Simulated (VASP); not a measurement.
The system is BaO.

```
Ba O
1.0
     0.00000    2.75000    2.75000
     2.75000    0.00000    2.75000
     2.75000    2.75000    0.00000
Ba O
1 1
Cartesian
  0.0000 0.0000 0.0000
  2.7500 2.7500 2.7500
```

| Quantity | Value |
| --- | --- |
| Program | VASP 6.6.1 |
| Task | relaxation of cell and atoms |
| Functional | PBE |
| Potentials or basis | VASP PAW PBE potentials, release 64 (Ba_sv, O) |
| Cutoff | 600 eV |
| k mesh | 8 × 8 × 8 |
| Occupations | gaussian, width 0.03 eV |
| Spin | no spin polarisation |

At the start: pressure 4.8 GPa; volume 20.80 Å³/atom.

How do energy, volume and symmetry change on relaxing?

Over 3 steps the energy falls by 18.6 meV/atom and the volume is 22.11 Å³/atom (+6.3 %); space group Fm-3m (No. 225, to 0.05 Å).

Step by step:
```
step  energy change (eV)  largest force (eV/Å)  pressure (GPa)  volume (Å³)
   1              0.0000                0.0000            4.80        41.59
   2             -0.0302                0.0000           -1.75        45.46
   3             -0.0371                0.0000            0.01        44.22
```

Final structure:
```
CELL_PARAMETERS angstrom
0.00000 2.80666 2.80666
2.80666 0.00000 2.80666
2.80666 2.80666 0.00000
ATOMIC_POSITIONS crystal
Ba 0.00000 0.00000 0.00000
O 0.50000 0.50000 0.50000
```
